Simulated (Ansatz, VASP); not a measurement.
**B in VASP and in Ansatz**

Contents of INCAR:

```
PREC = Accurate
ENCUT = 520
EDIFF = 1E-7
ISMEAR = -1
SIGMA = 0.05
LREAL = False
LASPH = True
NELM = 80
ALGO = Normal
ISIF = 2
LWAVE = False
LCHARG = True
GGA = PE
LELF = True
LVHAR = True
NBANDS = 10
```

KPOINTS

```
regular mesh
0
Gamma
  16 9 7
```

File POSCAR:

```
B
1.0
    1.6245600000      0.0000000000      0.0000000000
    0.0000000000      2.8661500000      0.0000000000
    0.0000000000      0.0000000000      3.9144000000
B
2
Direct
    0.0000000000      0.5000000000      0.6092600000
    0.5000000000      0.0000000000      0.3907400000
```

input.yaml

```yaml
crystal:
  lattice:
    - [1.62456, 0.0, 0.0]
    - [0.0, 2.86615, 0.0]
    - [0.0, 0.0, 3.9144]
  atoms:
    - { symbol: B, position: [0.0, 0.5, 0.60926] }
    - { symbol: B, position: [0.5, 0.0, 0.39074] }
hamiltonian:
  xc: pbe
  pseudopotentials: { kind: paw }
kpoints:
  mp_grid: { grid: [16, 9, 7] }
scf:
  occupations: { method: fermi_dirac, width: 0.05 }
output:
  forces: true
  stress: true
  eigenvalues: true
```

The cell was built by a generator and needn't be a form met in nature.

Alike in both runs: task single point; functional PBE; k mesh 16 × 9 × 7; occupations fermi-dirac, width 0.05 eV; no spin polarisation.

|  | VASP | Ansatz |
| --- | --- | --- |
| version | VASP 6.6.1 | Ansatz 0.2.0 |
| potentials or method | VASP PAW PBE potentials, release 64 (B) | Ansatz PAW |
| plane-wave cutoff (eV) | 520 | 420 |
| valence electrons in the cell | 6 | 6 |

Ansatz gave:

```
gap on the k mesh at the Fermi level (eV)       : none
pressure (GPa)                                  : 0.1
largest component of the traceless stress (GPa) : 1.57
rms of the force components (eV/Å)              : 0.005
```

Task: Which values does VASP return?

Result: gap on the k mesh at the Fermi level (eV): none; pressure (GPa): 0.1; largest component of the traceless stress (GPa): 1.58; rms of the force components (eV/Å): 0.003.

Atom by atom the forces differ by 0.001 eV/Å (rms over components). A gap of «none» marks a metal or a gap that the smearing closes. With one functional, cell and mesh, what is left measures potentials, basis and numerics.

Caveats: this functional lacks dispersion, which binds the layers, so the pressure and a relaxed spacing across them are unreliable.
